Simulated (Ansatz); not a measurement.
One crystal and one scan (energy against volume) at two levels, PBE (plane waves to 420 eV, PAW, scalar-relativistic; Ansatz, a program for electronic structure) and r2SCAN (plane waves to 500 eV, PAW, scalar-relativistic; Ansatz), each from its own relaxed cell and on its own mesh.

The crystal is InN (wurtzite); the cell is scaled evenly about its relaxed volume V₀.

Energies are smeared free energies. InN was relaxed with its symmetry unable to fall. With the shape held, the modulus is that of even scaling; a crystal free to change shape is softer.

| quantity | run 1 | run 2 |
|---|---|---|
| Lattice constant a (Å) | 3.581 | 3.547 |
| Lattice constant c (Å) | 5.788 | 5.723 |
| Relaxed volume (Å³/atom) | 16.06 | 15.59 |
| Bulk modulus at fixed cell shape B₀ (third-order Birch-Murnaghan fit) (GPa) | 121.3 | 140.0 |

### Question
Which run is which level?

### Answer
Run 1 is PBE, run 2 is r2SCAN. PBE gives the higher value for: lattice constant a; lattice constant c; relaxed volume. PBE gives the lower value for: bulk modulus at fixed cell shape B₀. (PBE) At this level the bands of InN touch or barely overlap; measurements give the solid a gap. Neither level is exact: the differences show how much the result hangs on the functional.

(Under strain, the slope of the energy per volume gives the stress and its curvature an elastic modulus.)
